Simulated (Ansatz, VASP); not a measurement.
## Two plane-wave programs on Ge

```
Ge
1.0
     2.55732    0.00000    0.00000
     0.00000    2.55732    0.00000
     0.00000    0.00000    2.55732
Ge
1
Direct
  0.00000 0.00000 0.00000
```

Alike in both runs: task single point; functional PBEsol; k mesh 13 × 13 × 13; occupations fermi-dirac, width 0.1 eV; no spin polarisation.

```csv
,VASP,Ansatz
version,VASP 6.6.1,Ansatz 0.2.0
potentials or method,"VASP PAW PBE potentials, release 64 (Ge_d)","plane waves (420 eV) with PAW, scalar-relativistic"
plane-wave cutoff (eV),520,420
valence electrons in the cell,14,14
```

```tsv
	VASP	Ansatz	Ansatz less VASP
pressure (GPa)	13.5	13.5	+0.03
```

With one functional, cell and mesh, what is left measures potentials, basis and numerics. Ansatz warned: «pseudo_functional_mismatch».

Caveats: the PAW data sets were made with another functional, which shifts forces and pressure a little (VASP).
